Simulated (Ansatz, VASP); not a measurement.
Be: VASP beside Ansatz

The input INCAR:

```
ALGO = Fast
EDIFF = 1E-6
ENCUT = 520
GGA = PS
ISIF = 2
ISMEAR = 0
LASPH = True
LCHARG = False
LREAL = False
LWAVE = False
NBANDS = 9
NELM = 100
PREC = Accurate
SIGMA = 0.15
```

Contents of KPOINTS:

```
k-points
0
Gamma
  24 24 14
```

The input POSCAR:

```
Be
1.0
    2.2995019849      0.0000000000      0.0000000000
   -1.1497509925      1.9914271350      0.0000000000
    0.0000000000      0.0000000000      3.5108775000
Be
2
Direct
    0.3333333333      0.6666666667      0.2500000000
    0.6666666667      0.3333333333      0.7500000000
```

Input for Ansatz:

```yaml
crystal:
  lattice:
    - [2.2995019849, 0.0, 0.0]
    - [-1.1497509925, 1.991427135, 0.0]
    - [0.0, 0.0, 3.5108775]
  atoms:
    - { symbol: Be, position: [0.3333333333, 0.6666666667, 0.25] }
    - { symbol: Be, position: [0.6666666667, 0.3333333333, 0.75] }
basis:
  ecutwfc: 420
kpoints:
  mp_grid: { grid: [24, 24, 14] }
hamiltonian:
  xc: pbesol
scf:
  occupations: { method: gaussian, width: 0.15 }
output:
  forces: true
  stress: true
  eigenvalues: true
```

Change from the starting cell: strain +0.000 along x and y, -0.025 along z, atoms carried along.

Alike in both runs: task single point; functional PBEsol; k mesh 24 × 24 × 14; occupations gaussian, width 0.15 eV; no spin polarisation.

|  | VASP | Ansatz |
| --- | --- | --- |
| version | VASP 6.6.1 | Ansatz 0.2.0 |
| potentials or method | VASP PAW PBE potentials, release 64 (Be) | scalar-relativistic, plane waves, PAW |
| plane-wave cutoff (eV) | 520 | 420 |
| valence electrons in the cell | 4 | 4 |

VASP gave:

* gap on the k mesh at the Fermi level (eV): none
* pressure (GPa): -2.2
* largest component of the traceless stress (GPa): 6.46

What did Ansatz give for the same quantities?

gap on the k mesh at the Fermi level (eV): none; pressure (GPa): -2.6; largest component of the traceless stress (GPa): 6.40.

A gap of «none» marks a metal or a gap that the smearing closes. The functional is the same, so the differences come from potentials, cutoffs and numerics.

Caveats: the PAW data sets were made with another functional, which shifts forces and pressure a little (VASP).
